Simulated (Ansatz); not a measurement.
The system is Sn.

```
Sn
1.0
     0.00000    3.23334    3.23334
     3.23334    0.00000    3.23334
     3.23334    3.23334    0.00000
Sn
2
Direct
  0.75000 0.75000 0.75000
  0.50000 0.50000 0.50000
```

This isn't the form of Sn at room conditions, which is tetragonal (white tin).

* Program: Ansatz 0.2.0
* Task: relaxation of cell and atoms
* Functional: revPBE
* Dispersion: D3(BJ)
* Potentials or basis: all-electron LAPW, scalar-relativistic
* Basis error allowed: 0.001 eV/atom
* k mesh: 7 × 7 × 7
* Occupations: fermi-dirac, width 0.05 eV
* Spin: no spin polarisation

At the start: volume 33.80 Å³/atom.

Where does the relaxation end?

Over 5 steps the energy falls by 7.5 meV/atom and the volume is 35.20 Å³/atom (+4.1 %); space group Fd-3m (No. 227, to 0.05 Å).

Step by step:
```tsv
step	energy change (eV)	largest force (eV/Å)	volume (Å³)
1	0.0000	0.0000	67.61
2	-0.0108	0.0000	72.01
3	-0.0150	0.0000	70.55
4	-0.0151	0.0000	70.41
5	-0.0151	0.0000	70.41
```

Final structure:
```yaml
crystal:
  lattice:
    - [0.00000, 3.27740, 3.27740]
    - [3.27740, 0.00000, 3.27740]
    - [3.27740, 3.27740, 0.00000]
  atoms:
    - { symbol: Sn, position: [0.75000, 0.75000, 0.75000] }
    - { symbol: Sn, position: [0.50000, 0.50000, 0.50000] }
```
